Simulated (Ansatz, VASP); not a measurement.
## K: VASP beside Ansatz

File INCAR:

```
PREC = Accurate
ENCUT = 600
EDIFF = 1E-6
ISMEAR = -1
SIGMA = 0.05
LREAL = False
LASPH = True
NELM = 80
ALGO = Normal
ISIF = 3
LWAVE = False
LCHARG = False
GGA = PE
IVDW = 12
IBRION = 2
NSW = 60
EDIFFG = -0.01
```

The input KPOINTS:

```
regular mesh
0
Gamma
  7 7 7
```

POSCAR

```
K
1.0
   -2.6975585167      2.6975585167      2.6975585167
    2.6975585167     -2.6975585167      2.6975585167
    2.6975585167      2.6975585167     -2.6975585167
K
1
Direct
    0.0000000000      0.0000000000      0.0000000000
```

Contents of input.yaml:

```yaml
crystal:
  lattice:
    - [-2.6975585167, 2.6975585167, 2.6975585167]
    - [2.6975585167, -2.6975585167, 2.6975585167]
    - [2.6975585167, 2.6975585167, -2.6975585167]
  atoms:
    - { symbol: K, position: [0.0, 0.0, 0.0] }
hamiltonian:
  xc: pbe
  pseudopotentials: { kind: paw }
  dispersion: d3bj
kpoints:
  mp_grid: { grid: [7, 7, 7] }
scf:
  occupations: { method: fermi_dirac, width: 0.05 }
output:
  forces: true
  stress: true
  eigenvalues: true
  write_density: true
  write_potential: true
  elf: true
  volumetric_format: npy
relax:
  f_tol: 0.01
  max_steps: 40
  cell: { stress_tol: 0.05 }
```

Alike in both runs: task relaxation of cell and atoms; functional PBE; dispersion D3(BJ); k mesh 7 × 7 × 7; occupations fermi-dirac, width 0.05 eV; no spin polarisation.

```csv
,VASP,Ansatz
version,VASP 6.6.1,Ansatz 0.2.0
potentials or method,"VASP PAW PBE potentials, release 64 (K_sv)",Ansatz PAW
plane-wave cutoff (eV),600,420
valence electrons in the cell,9,9
```

Ansatz gave:

```
gap on the k mesh at the Fermi level, each at its own relaxed structure (eV) : none
relaxed volume (Å³/atom)                                                     : 69.01
relaxed cell length with the largest relative difference (Å)                 : 4.476
energy change over the relaxation (meV/atom)                                 : -15
```

Problem. Estimate VASP's values.

Solution. gap on the k mesh at the Fermi level, each at its own relaxed structure (eV): none; relaxed volume (Å³/atom): 68.84; relaxed cell length with the largest relative difference (Å): 4.472; energy change over the relaxation (meV/atom): -15.

A gap of «none» marks a metal or a gap that the smearing closes.

Caveats: pairwise dispersion overbinds metals, which lowers pressure and volume; the plane-wave basis is chosen anew once the cell has moved, so the energies of steps on either side of that aren't comparable (Ansatz).
